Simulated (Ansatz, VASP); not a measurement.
## Se: VASP beside Ansatz

The input INCAR:

```
PREC = Accurate
ENCUT = 520
EDIFF = 1E-8
ISMEAR = -1
SIGMA = 0.03
LREAL = F
LASPH = T
NELM = 100
ALGO = Normal
ISIF = 2
LWAVE = F
LCHARG = F
LEFG = T
NBANDS = 16
```

Contents of KPOINTS:

```
regular mesh
0
Gamma
  6 6 5
```

POSCAR

```
Se
1.0
    4.3661999489      0.0000000000      0.0000000000
   -2.1830999745      3.7812400738      0.0000000000
    0.0000000000      0.0000000000      4.8545280000
Se
3
Direct
    0.2254000000      0.0000000000      0.3333333333
    0.0000000000      0.2254000000      0.6666666667
    0.7746000000      0.7746000000      0.0000000000
```

Input for Ansatz:

```yaml
crystal:
  lattice:
    - [4.3661999489, 0.0, 0.0]
    - [-2.1830999745, 3.7812400738, 0.0]
    - [0.0, 0.0, 4.854528]
  atoms:
    - { symbol: Se, position: [0.2254, 0.0, 0.3333333333] }
    - { symbol: Se, position: [0.0, 0.2254, 0.6666666667] }
    - { symbol: Se, position: [0.7746, 0.7746, 0.0] }
kpoints:
  mp_grid: { grid: [6, 6, 5] }
scf:
  occupations: { method: fermi_dirac, width: 0.03 }
hamiltonian:
  xc: lda
  pseudopotentials: { kind: all_electron, datasets: crystal }
output:
  forces: true
  stress: true
  eigenvalues: true
  efg: { contact_densities: true }
```

Change from the starting cell: zz strain of -2 %, crystal datasets.

Alike in both runs: task electric field gradients; functional LDA; k mesh 6 × 6 × 5; occupations fermi-dirac, width 0.03 eV; no spin polarisation.

|  | VASP | Ansatz |
| --- | --- | --- |
| version | VASP 6.6.1 | Ansatz 0.2.0 |
| potentials or method | VASP PAW LDA potentials, release 64 (Se) | all-electron PAW with datasets made for the crystal, scalar-relativistic |
| plane-wave cutoff (eV) | 520 | see its input |

```csv
,VASP,Ansatz,Ansatz less VASP
gap on the k mesh at the Fermi level (eV),1.14,1.15,+0.011
pressure (GPa),0.6,0.3,-0.24
largest component of the traceless stress (GPa),1.95,1.86,-0.087
rms of the force components (eV/Å),0.294,0.261,-0.0331
Vzz of the field gradient on the site that differs most (V/Å²),-492.1,-512.6,-20.46
```

Atom by atom the forces differ by 0.033 eV/Å (rms over components). Ansatz ran all-electron here, so the differences hold the error of VASP's frozen core and of both bases.

Caveats: an odd mesh through Γ misses points on the zone boundary, where band edges often lie.
